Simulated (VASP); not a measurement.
Te2Pt, a slab with vacuum:

```
Te Pt
1.0
     3.97097    0.00000    0.00000
    -1.98549    3.43896    0.00000
     0.00000    0.00000   20.60050
Te Pt
2 1
Direct
  0.66667 0.33333 0.43168
  0.33333 0.66667 0.56832
  0.00000 0.00000 0.50000
```

Base run:

- Program: VASP 6.6.1
- Functional: HSE06
- Potentials or basis: VASP PAW PBE potentials, release 64 (Te, Pt)
- Cutoff: 520 eV
- k mesh: 6 × 6 × 1
- Occupations: gaussian, width 0.03 eV
- Spin: no spin polarisation

Its results: band gap on the k mesh 1.33 eV, indirect (least direct gap 1.73 eV); largest force 0.370 eV/Å.

Q: The run is repeated on the same cell with these changes: functional from HSE06 to PBE0. What comes out?

A: Band gap on the k mesh 1.93 eV, indirect (least direct gap 2.34 eV); largest force 0.367 eV/Å.

Caveats: the PAW data sets were made with another functional, which shifts forces and pressure a little; spin-orbit coupling is left out, which moves the levels of the heavy elements.

A k mesh can miss the band edges.
